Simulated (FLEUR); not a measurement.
# Sn (Immm) in FLEUR: a series of runs

One crystal, Sn, is run at these levels: SCAN; tasks: band structure, equation of state.

Everything below comes from runs of FLEUR MaX-R8.1 (later development tree). Logs are shortened: lines on timing, memory, paths and dates and some standing lists are left out, and cuts for length are marked.

### 1 The structure

The structure is orthorhombic, space group Immm (No. 71). The conventional cell has a = 3.453 Å, b = 3.551 Å, c = 4.677 Å, α = 90.00°, β = 90.00°, γ = 90.00°. Around Sn (site symmetry mmm) lie 12 Sn at 3.41 to 3.55 Å.

This isn't the form of Sn at room conditions, which is tetragonal (white tin).

### 2 Band structure, SCAN

File inp.xml:

```xml
<?xml version="1.0" encoding="UTF-8" standalone="no"?>
<fleurInput fleurInputVersion="0.39">
   <comment>
      Sn                                                                                                  
   </comment>
   <calculationSetup>
      <cutoffs Kmax="4.1" Gmax="12.7" GmaxXC="12.7" numbands="0"/>
      <scfLoop itmax="80" minDistance="0.0001" maxIterBroyd="30" imix="Anderson" alpha="0.05" precondParam="0.0" spinf="2.0" sdNocoIR="T"/>
      <coreElectrons ctail="F" frcor="F" kcrel="0" coretail_lmax="0"/>
      <xcFunctional name="LibXC" relativisticCorrections="F">
         <LibXCName exchange="mgga_x_scan" correlation="mgga_c_scan"/>
         <AuxGGA exchange="117" correlation="130"/>
      </xcFunctional>
      <magnetism jspins="1"/>
      <soc l_soc="F" theta="0.0" phi="0.0" spav="F"/>
      <expertModes spex="0" secvar="F"/>
      <geometryOptimization l_f="F" forcealpha="1.0" forcemix="BFGS" epsdisp="0.00001" epsforce="0.00001"/>
      <ldaU l_linMix="F" mixParam="0.05" spinf="1.0"/>
   </calculationSetup>
   <cell>
      <bzIntegration valenceElectrons="22.0" mode="hist" fermiSmearingEnergy="0.00183747">
         <kPointListSelection listName="default-1"/>
         <!-- k-points included here -->
         <xi:include xmlns:xi="http://www.w3.org/2001/XInclude" href="kpts.xml"> </xi:include>
      </bzIntegration>
      <!-- symmetry operations included here -->
      <xi:include xmlns:xi="http://www.w3.org/2001/XInclude" href="sym.xml"> </xi:include>
      <bulkLattice scale="1.0">
         <bravaisMatrix>
            <row-1>   -3.2626858534407592     3.3552975513551559     4.4188259656494129</row-1>
            <row-2>    3.2626858534407592    -3.3552975513551559     4.4188259656494129</row-2>
            <row-3>    3.2626858534407592     3.3552975513551559    -4.4188259656494129</row-3>
         </bravaisMatrix>
      </bulkLattice>
   </cell>
   <atomSpecies>
      <species name="Tin (Sn)" element="Sn" atomicNumber="50">
         <mtSphere radius="2.66" gridPoints="879" logIncrement="0.015"/>
         <atomicCutoffs lmax="10" lnonsphr="10"/>
         <electronConfig flipSpins="F">
            <coreConfig>(1s1/2) (2s1/2) (2p1/2) (2p3/2) (3s1/2) (3p1/2) (3p3/2) (3d3/2) (3d5/2)</coreConfig>
            <valenceConfig>(4s1/2) (4p1/2) (4p3/2) (5s1/2) (4d3/2) (4d5/2) (5p1/2) (5p3/2)</valenceConfig>
            <stateOccupation state="(5p1/2)" spinUp="0.333333" spinDown="0.333333"/>
            <stateOccupation state="(5p3/2)" spinUp="0.666667" spinDown="0.666667"/>
         </electronConfig>
         <energyParameters s="5" p="5" d="4" f="4"/>
         <lo type="SCLO" l="0" n="4" eDeriv="0"/>
         <lo type="SCLO" l="1" n="4" eDeriv="0"/>
         <lo type="SCLO" l="1" n="4" eDeriv="1"/>
         <lo type="SCLO" l="2" n="4" eDeriv="2"/>
         <lo type="SCLO" l="3" n="4" eDeriv="2"/>
      </species>
   </atomSpecies>
   <atomGroups>
      <atomGroup species="Tin (Sn)">
         <relPos label="                   1">.0000000000 .0000000000 .0000000000</relPos>
         <force calculate="T" relaxXYZ="TTT"/>
      </atomGroup>
   </atomGroups>
   <output dos="F" band="F" slice="F">
      <checks vchk="F" cdinf="F"/>
      <bandDOS minEnergy="-.5*Htr" maxEnergy="0.5*Htr" sigma="0.015" storeEVData="T"/>
      <vacuumDOS vacdos="F" integ="F" star="F" nstars="0" locx1="0.0" locy1="0.0" locx2="0.0" locy2="0.0" nstm="0" tworkf="0.0"/>
      <unfoldingBand unfoldBand="F" supercellX="1" supercellY="1" supercellZ="1"/>
      <plotting iplot="0" polar="F">
         <plot TwoD="T" vec1="  1.0  0.0  0.0" vec2="  0.0  1.0  0.0" vec3="  0.0  0.0  1.0" zero="  0.0  0.0  0.0" file="plot"/>
      </plotting>
      <chargeDensitySlicing numkpt="0" minEigenval="0.0" maxEigenval="0.0" nnne="0" pallst="F"/>
      <specialOutput eonly="F"/>
      <moessbauerParams electricFieldGradient="T" isomerShift="T" coreHyperfine="T" valenceHyperfine="T"/>
      <magneticCircularDichroism mcd="F" energyLo="-10.0" energyUp="0.0"/>
   </output>
  <!-- We include the file relax.xml here to enable relaxations (see documentation) -->
  <xi:include xmlns:xi="http://www.w3.org/2001/XInclude" href="relax.xml"> <xi:fallback/> </xi:include>
</fleurInput>
```

File crystal.txt:

```
Sn
&input cartesian=F /
-1.7265390000  1.7755470000  2.3383420000
1.7265390000  -1.7755470000  2.3383420000
1.7265390000  1.7755470000  -2.3383420000
1.8897261246
1.0 1.0 1.0

1
50 0.0000000000  0.0000000000  0.0000000000

&kpt div1=11 div2=11 div3=11 gamma=T /
```

File inp.xml (bands):

```
<?xml version="1.0" encoding="UTF-8" standalone="no"?>
<fleurInput fleurInputVersion="0.39">
   <comment>
      Sn                                                                                                  
   </comment>
   <calculationSetup>
      <cutoffs Kmax="4.1" Gmax="12.7" GmaxXC="12.7" numbands="0"/>
      <scfLoop itmax="80" minDistance="0.0001" maxIterBroyd="30" imix="Anderson" alpha="0.05" precondParam="0.0" spinf="2.0" sdNocoIR="T"/>
      <coreElectrons ctail="F" frcor="F" kcrel="0" coretail_lmax="0"/>
      <xcFunctional name="LibXC" relativisticCorrections="F">
         <LibXCName exchange="mgga_x_scan" correlation="mgga_c_scan"/>
         <AuxGGA exchange="117" correlation="130"/>
      </xcFunctional>
      <magnetism jspins="1"/>
      <soc l_soc="F" theta="0.0" phi="0.0" spav="F"/>
      <expertModes spex="0" secvar="F"/>
      <geometryOptimization l_f="F" forcealpha="1.0" forcemix="BFGS" epsdisp="0.00001" epsforce="0.00001"/>
      <ldaU l_linMix="F" mixParam="0.05" spinf="1.0"/>
   </calculationSetup>
   <cell>
      <bzIntegration valenceElectrons="22.0" mode="hist" fermiSmearingEnergy="0.00183747">
         <kPointListSelection listName="path-1"/>
         <!-- k-points included here -->
         <xi:include xmlns:xi="http://www.w3.org/2001/XInclude" href="kpts.xml"> </xi:include>
      </bzIntegration>
      <!-- symmetry operations included here -->
      <xi:include xmlns:xi="http://www.w3.org/2001/XInclude" href="sym.xml"> </xi:include>
      <bulkLattice scale="1.0">
         <bravaisMatrix>
            <row-1>   -3.2626858534407592     3.3552975513551559     4.4188259656494129</row-1>
            <row-2>    3.2626858534407592    -3.3552975513551559     4.4188259656494129</row-2>
            <row-3>    3.2626858534407592     3.3552975513551559    -4.4188259656494129</row-3>
         </bravaisMatrix>
      </bulkLattice>
   </cell>
   <atomSpecies>
      <species name="Tin (Sn)" element="Sn" atomicNumber="50">
         <mtSphere radius="2.66" gridPoints="879" logIncrement="0.015"/>
         <atomicCutoffs lmax="10" lnonsphr="10"/>
         <electronConfig flipSpins="F">
            <coreConfig>(1s1/2) (2s1/2) (2p1/2) (2p3/2) (3s1/2) (3p1/2) (3p3/2) (3d3/2) (3d5/2)</coreConfig>
            <valenceConfig>(4s1/2) (4p1/2) (4p3/2) (5s1/2) (4d3/2) (4d5/2) (5p1/2) (5p3/2)</valenceConfig>
            <stateOccupation state="(5p1/2)" spinUp="0.333333" spinDown="0.333333"/>
            <stateOccupation state="(5p3/2)" spinUp="0.666667" spinDown="0.666667"/>
         </electronConfig>
         <energyParameters s="5" p="5" d="4" f="4"/>
         <lo type="SCLO" l="0" n="4" eDeriv="0"/>
         <lo type="SCLO" l="1" n="4" eDeriv="0"/>
         <lo type="SCLO" l="1" n="4" eDeriv="1"/>
         <lo type="SCLO" l="2" n="4" eDeriv="2"/>
         <lo type="SCLO" l="3" n="4" eDeriv="2"/>
      </species>
   </atomSpecies>
   <atomGroups>
      <atomGroup species="Tin (Sn)">
         <relPos label="                   1">.0000000000 .0000000000 .0000000000</relPos>
         <force calculate="T" relaxXYZ="TTT"/>
      </atomGroup>
   </atomGroups>
   <output dos="F" band="T" slice="F">
      <checks vchk="F" cdinf="F"/>
      <bandDOS minEnergy="-.5*Htr" maxEnergy="0.5*Htr" sigma="0.015" storeEVData="T"/>
      <vacuumDOS vacdos="F" integ="F" star="F" nstars="0" locx1="0.0" locy1="0.0" locx2="0.0" locy2="0.0" nstm="0" tworkf="0.0"/>
      <unfoldingBand unfoldBand="F" supercellX="1" supercellY="1" supercellZ="1"/>
      <plotting iplot="0" polar="F">
         <plot TwoD="T" vec1="  1.0  0.0  0.0" vec2="  0.0  1.0  0.0" vec3="  0.0  0.0  1.0" zero="  0.0  0.0  0.0" file="plot"/>
      </plotting>
      <chargeDensitySlicing numkpt="0" minEigenval="0.0" maxEigenval="0.0" nnne="0" pallst="F"/>
      <specialOutput eonly="F"/>
      <moessbauerParams electricFieldGradient="T" isomerShift="T" coreHyperfine="T" valenceHyperfine="T"/>
      <magneticCircularDichroism mcd="F" energyLo="-10.0" energyUp="0.0"/>
   </output>
  <!-- We include the file relax.xml here to enable relaxations (see documentation) -->
  <xi:include xmlns:xi="http://www.w3.org/2001/XInclude" href="relax.xml"> <xi:fallback/> </xi:include>
</fleurInput>
```

Potentials or basis: all-electron, FLAPW.

On the command line:

```sh
> inpgen -f crystal.txt -profile fastHighL
> # inp.xml edited to the form shown
> fleur_MPI
> fleur_MPI   # second run, on inp.xml (bands)
```

The log of the run:

```text
Welcome to FLEUR        (www.flapw.de)
      MaX-Release 8.1          (www.max-centre.eu)
 func_ids         267         263         267         263
 MetaGGA potential functional detected - V_tau will be computed
 Auxiliary Potential for radial basis: exchange=         117  correlation=         130
The functional 'SCAN exchange of Sun, Ruzsinszky, and Perdew' is an exchange functional, it belongs to the 'MGGA' family and is defined in the reference(s):
[1] J. Sun, A. Ruzsinszky, and J. P. Perdew.,  Phys. Rev. Lett. 115, 036402 (2015)
The functional 'SCAN correlation of Sun, Ruzsinszky, and Perdew' is a correlation functional, it belongs to the 'MGGA' family and is defined in the reference(s):
[1] J. Sun, A. Ruzsinszky, and J. P. Perdew.,  Phys. Rev. Lett. 115, 036402 (2015)
 Using same functional for VXC and EXC

 ========== k-point set info ==========
 Selected k-point list: default-1
 k-point list type: mesh
 11 x 11 x 11
 Number of k points: 216

 ------------Calculation Setup---------------------------
 Number of MPI-tasks      :            1
 Number of PE/node        :            1
 Number of OMP-threads    :            1
 Most efficient MPI parallelization for:
           1           2           3           4           6           8           9          12          18          24          27          36          54          72         108         216
 Additional eigenvalue parallelization possible
 Number of basis functions:          271
 Approximate size of matrices (H+S) per k-point:         0.001 GB
 --------------------------------------------------------
The functional 'Hammer, Hansen, and Norskov' is an exchange functional, it belongs to the 'GGA' family and is defined in the reference(s):
[1] B. Hammer, L. B. Hansen, and J. K. Nørskov.,  Phys. Rev. B 59, 7413 (1999)
The functional 'Perdew, Burke & Ernzerhof' is a correlation functional, it belongs to the 'GGA' family and is defined in the reference(s):
[1] J. P. Perdew, K. Burke, and M. Ernzerhof.,  Phys. Rev. Lett. 77, 3865 (1996)
[2] J. P. Perdew, K. Burke, and M. Ernzerhof.,  Phys. Rev. Lett. 78, 1396 (1997)
 Using same functional for VXC and EXC
 Using auxiliary GGA potential for the first iteration of MetaGGA calculation.
 Reset of history
 Reset of history
 Iteration:     1   Distance:      24.41005611 me/bohr^3
The functional 'Hammer, Hansen, and Norskov' is an exchange functional, it belongs to the 'GGA' family and is defined in the reference(s):
[1] B. Hammer, L. B. Hansen, and J. K. Nørskov.,  Phys. Rev. B 59, 7413 (1999)
The functional 'Perdew, Burke & Ernzerhof' is a correlation functional, it belongs to the 'GGA' family and is defined in the reference(s):
[1] J. P. Perdew, K. Burke, and M. Ernzerhof.,  Phys. Rev. Lett. 77, 3865 (1996)
[2] J. P. Perdew, K. Burke, and M. Ernzerhof.,  Phys. Rev. Lett. 78, 1396 (1997)
 Using same functional for VXC and EXC
 Iteration:     2   Distance:      23.18649486 me/bohr^3
The functional 'Hammer, Hansen, and Norskov' is an exchange functional, it belongs to the 'GGA' family and is defined in the reference(s):
[1] B. Hammer, L. B. Hansen, and J. K. Nørskov.,  Phys. Rev. B 59, 7413 (1999)
The functional 'Perdew, Burke & Ernzerhof' is a correlation functional, it belongs to the 'GGA' family and is defined in the reference(s):
[1] J. P. Perdew, K. Burke, and M. Ernzerhof.,  Phys. Rev. Lett. 77, 3865 (1996)
[2] J. P. Perdew, K. Burke, and M. Ernzerhof.,  Phys. Rev. Lett. 78, 1396 (1997)
 Using same functional for VXC and EXC
 Iteration:     3   Distance:      22.01271072 me/bohr^3
The functional 'Hammer, Hansen, and Norskov' is an exchange functional, it belongs to the 'GGA' family and is defined in the reference(s):
[1] B. Hammer, L. B. Hansen, and J. K. Nørskov.,  Phys. Rev. B 59, 7413 (1999)
The functional 'Perdew, Burke & Ernzerhof' is a correlation functional, it belongs to the 'GGA' family and is defined in the reference(s):
[1] J. P. Perdew, K. Burke, and M. Ernzerhof.,  Phys. Rev. Lett. 77, 3865 (1996)
[2] J. P. Perdew, K. Burke, and M. Ernzerhof.,  Phys. Rev. Lett. 78, 1396 (1997)
 Using same functional for VXC and EXC
 Iteration:     4   Distance:       0.70540460 me/bohr^3
The functional 'Hammer, Hansen, and Norskov' is an exchange functional, it belongs to the 'GGA' family and is defined in the reference(s):
[1] B. Hammer, L. B. Hansen, and J. K. Nørskov.,  Phys. Rev. B 59, 7413 (1999)
The functional 'Perdew, Burke & Ernzerhof' is a correlation functional, it belongs to the 'GGA' family and is defined in the reference(s):
[1] J. P. Perdew, K. Burke, and M. Ernzerhof.,  Phys. Rev. Lett. 77, 3865 (1996)
[2] J. P. Perdew, K. Burke, and M. Ernzerhof.,  Phys. Rev. Lett. 78, 1396 (1997)
 Using same functional for VXC and EXC
 Iteration:     5   Distance:       0.52392825 me/bohr^3
The functional 'Hammer, Hansen, and Norskov' is an exchange functional, it belongs to the 'GGA' family and is defined in the reference(s):
[... 39 lines left out ...]
 Using same functional for VXC and EXC
 Iteration:    11   Distance:       0.00062560 me/bohr^3
The functional 'Hammer, Hansen, and Norskov' is an exchange functional, it belongs to the 'GGA' family and is defined in the reference(s):
[1] B. Hammer, L. B. Hansen, and J. K. Nørskov.,  Phys. Rev. B 59, 7413 (1999)
The functional 'Perdew, Burke & Ernzerhof' is a correlation functional, it belongs to the 'GGA' family and is defined in the reference(s):
[1] J. P. Perdew, K. Burke, and M. Ernzerhof.,  Phys. Rev. Lett. 77, 3865 (1996)
[2] J. P. Perdew, K. Burke, and M. Ernzerhof.,  Phys. Rev. Lett. 78, 1396 (1997)
 Using same functional for VXC and EXC
 Iteration:    12   Distance:       0.00058220 me/bohr^3
The functional 'Hammer, Hansen, and Norskov' is an exchange functional, it belongs to the 'GGA' family and is defined in the reference(s):
[1] B. Hammer, L. B. Hansen, and J. K. Nørskov.,  Phys. Rev. B 59, 7413 (1999)
The functional 'Perdew, Burke & Ernzerhof' is a correlation functional, it belongs to the 'GGA' family and is defined in the reference(s):
[1] J. P. Perdew, K. Burke, and M. Ernzerhof.,  Phys. Rev. Lett. 77, 3865 (1996)
[2] J. P. Perdew, K. Burke, and M. Ernzerhof.,  Phys. Rev. Lett. 78, 1396 (1997)
 Using same functional for VXC and EXC
 Iteration:    13   Distance:       0.00014117 me/bohr^3
The functional 'Hammer, Hansen, and Norskov' is an exchange functional, it belongs to the 'GGA' family and is defined in the reference(s):
[1] B. Hammer, L. B. Hansen, and J. K. Nørskov.,  Phys. Rev. B 59, 7413 (1999)
The functional 'Perdew, Burke & Ernzerhof' is a correlation functional, it belongs to the 'GGA' family and is defined in the reference(s):
[1] J. P. Perdew, K. Burke, and M. Ernzerhof.,  Phys. Rev. Lett. 77, 3865 (1996)
[2] J. P. Perdew, K. Burke, and M. Ernzerhof.,  Phys. Rev. Lett. 78, 1396 (1997)
 Using same functional for VXC and EXC
 Iteration:    14   Distance:       0.00004340 me/bohr^3

 ********************************************************************
 Run finished successfully
 Stop message:
   all done
 ********************************************************************
```

Wall time 62 s (1 thread of Intel Xeon 6975P-C (Granite Rapids), shared host); peak memory 0.1 GiB.

What came out:

| Quantity | Value |
| --- | --- |
| Free energy | -168155.4903 eV |
| Band gap along the path | none (metal or under the smearing width) |
| Valence electrons inside the program's atomic spheres | Sn 20.16 (radii Sn 2.66 bohr) |

Levels at the corners of the path, in eV from the Fermi level:
| point | band 7 | band 8 | band 9 | band 10 | band 11 | band 12 | band 13 | band 14 | band 15 | band 16 |
| --- | --- | --- | --- | --- | --- | --- | --- | --- | --- | --- |
| Γ | -22.02 | -21.99 | -21.94 | -11.45 | 7.38 | 7.56 | 7.97 | 11.65 | 11.90 | 12.62 |
| X | -21.93 | -21.90 | -21.88 | -4.77 | -2.57 | -1.21 | 1.95 | 5.99 | 11.15 | 17.79 |
| L | -21.97 | -21.93 | -21.86 | -4.73 | -1.94 | -1.60 | 0.16 | 10.06 | 11.56 | 13.92 |
| T | -21.90 | -21.88 | -21.85 | -5.47 | -3.86 | 2.09 | 2.57 | 6.39 | 6.44 | 20.41 |
| W | -21.99 | -21.93 | -21.89 | -5.09 | -1.89 | -1.65 | -0.23 | 12.51 | 13.84 | 13.86 |
| R | -22.01 | -21.89 | -21.88 | -6.98 | -4.59 | 4.98 | 5.98 | 10.18 | 10.44 | 11.16 |
| X1 | -21.93 | -21.90 | -21.88 | -4.77 | -2.57 | -1.21 | 1.95 | 5.99 | 11.15 | 17.79 |
| Z | -21.90 | -21.86 | -21.86 | -4.61 | -3.38 | 1.18 | 1.87 | 5.39 | 6.08 | 20.30 |
| Γ | -22.02 | -21.99 | -21.94 | -11.45 | 7.38 | 7.56 | 7.97 | 11.65 | 11.90 | 12.62 |
| Y | -21.92 | -21.90 | -21.88 | -4.94 | -2.72 | -1.17 | 2.49 | 6.47 | 9.68 | 18.27 |
| S | -22.02 | -21.90 | -21.88 | -7.26 | -4.65 | 5.44 | 6.29 | 10.68 | 11.04 | 11.21 |
| W | -21.99 | -21.93 | -21.89 | -5.09 | -1.89 | -1.65 | -0.23 | 12.51 | 13.84 | 13.86 |
| L1 | -21.97 | -21.93 | -21.86 | -4.73 | -1.94 | -1.60 | 0.16 | 10.06 | 11.56 | 13.92 |
| Y | -21.92 | -21.90 | -21.88 | -4.94 | -2.72 | -1.17 | 2.49 | 6.47 | 9.68 | 18.27 |
| Y1 | -21.92 | -21.90 | -21.88 | -4.94 | -2.72 | -1.17 | 2.49 | 6.47 | 9.68 | 18.27 |
| Z | -21.90 | -21.86 | -21.86 | -4.61 | -3.38 | 1.18 | 1.87 | 5.39 | 6.08 | 20.30 |

Core levels (eV from the Fermi level):
```csv
atom,levels
1 Sn,"1s1/2 -28992.6, 2s1/2 -4371.8, 2p1/2 -4082.7, 2p3/2 -3852.1, 3s1/2 -840.0, 3p1/2 -722.7, 3p3/2 -680.6, 3d3/2 -473.5, 3d5/2 -464.8"
```

Caveat: the meta-GGA is that of a development version, with a GGA for the radial functions and cores and without core tails; spin-orbit coupling is left out, which moves the levels of the heavy elements.

(Continued in part 2 of 2.)
